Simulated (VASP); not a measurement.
Input of a VASP 6.6.1 run:

INCAR

```
SYSTEM = Hf
ALGO = Fast
EDIFF = 1E-7
EDIFFG = -0.01
ENCUT = 600
GGA = CA
IBRION = 2
ISIF = 3
ISMEAR = -1
LASPH = .True.
LCHARG = .False.
LREAL = .False.
LWAVE = .False.
NELM = 80
NSW = 40
PREC = Accurate
PSTRESS = 20
SIGMA = 0.05
```

File KPOINTS:

```
k-points
0
Gamma
  10 10 10
  0 0 0
```

Contents of POSCAR:

```
Hf
1.0
    0.0000000000      2.2200000000      2.2200000000
    2.2200000000      0.0000000000      2.2200000000
    2.2200000000      2.2200000000      0.0000000000
Hf
1
Direct
    0.0000000000      0.0000000000      0.0000000000
```

Potentials or basis: VASP PAW LDA potentials, release 64 (Hf_pv).

Command:

```console
$ cat potpaw_LDA.64/Hf_pv/POTCAR > POTCAR
$ mpirun -np 1 vasp_std > vasp.out
```

**Question.** What does it give for the relaxed volume?

**Answer.** 20.44 Å³/atom.

**Question.** What does it give for the band gap on the k mesh?

**Answer.** None (metal or under the smearing width).

**Question.** Predict the space group after relaxing (to 0.05 Å).

**Answer.** Fm-3m (No. 225).

**Question.** What does it give for the relaxed cell?

**Answer.** a = 3.069 Å, b = 3.069 Å, c = 3.069 Å, α = 60.00°, β = 60.00°, γ = 60.00°.

Final structure:
```xyz
1
Lattice="0.0000 2.1703 2.1703 2.1703 0.0000 2.1703 2.1703 2.1703 0.0000" Properties=species:S:1:pos:R:3 pbc="T T T"
Hf    0.0000    0.0000    0.0000
```

Caveat: the cell is relaxed towards a set pressure, so the enthalpy falls and the energy may rise. The run has no spin-orbit coupling, so splittings on Hf are missing.
